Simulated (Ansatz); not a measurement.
Relaxed RuO₂ (rutile):

```
CELL_PARAMETERS angstrom
      4.52339     0.00000     0.00000
      0.00000     4.52339     0.00000
      0.00000     0.00000     3.11902
ATOMIC_POSITIONS crystal
  Ru 0.50000 0.50000 0.50000
  Ru 0.00000 0.00000 0.00000
  O  0.80567 0.80567 0.50000
  O  0.30567 0.69433 0.00000
  O  0.69433 0.30567 0.00000
  O  0.19433 0.19433 0.50000
```

In this cell atom 4 (O, nearest neighbour Ru at 1.955 Å; its periodic images, 3.1 Å or more away, move with it) is moved by s along Cartesian [111], unit vector (0.577, 0.577, 0.577); all other atoms and the cell stay fixed.

These are PBE (plane waves to 420 eV, PAW, scalar-relativistic; Ansatz, a first-principles code) values and carry that method's errors. k mesh 8×8×12 (Γ-centred), Fermi-Dirac smearing 0.05 eV. E stands for the smeared free energy. With partly filled bands, energies and forces of such displacements shift with the k mesh and the smearing. RuO2 is run without spin polarisation and with no Hubbard U. RuO2 was relaxed with its symmetry unable to fall. ΔE is measured from the undisplaced structure. The last digit holds for this mesh only.

| s (Å) | ΔE (meV/cell) |
|---|---|
| -0.590 | 1430.9 |
| -0.472 | 967.4 |
| -0.354 | 573.8 |
| -0.236 | 267.1 |
| -0.118 | withheld |
| 0.000 | 0.0 |
| 0.118 | withheld |
| 0.236 | 267.1 |
| 0.354 | 573.8 |
| 0.472 | 967.4 |
| 0.590 | 1430.9 |

Question: Fit an even polynomial form (powers 2, 4, 6) to the given rows and predict ΔE at s = -0.118.

Answer: Least squares on the 9 given rows: ΔE = (4971)·s² + (-3458)·s⁴ + (2831)·s⁶, in meV/cell with s in Å; root-mean-square residual 0.32 meV/cell. At -0.118 the fit gives 68.6 meV/cell; the calculation gives 68.9 meV/cell, so the interpolation is off by -0.3 (-0.4 %). The quadratic term alone would give 69.2 meV/cell.

(A displaced cell: forces are minus the slopes of the energy, force constants its curvatures, and phonons follow from these.)
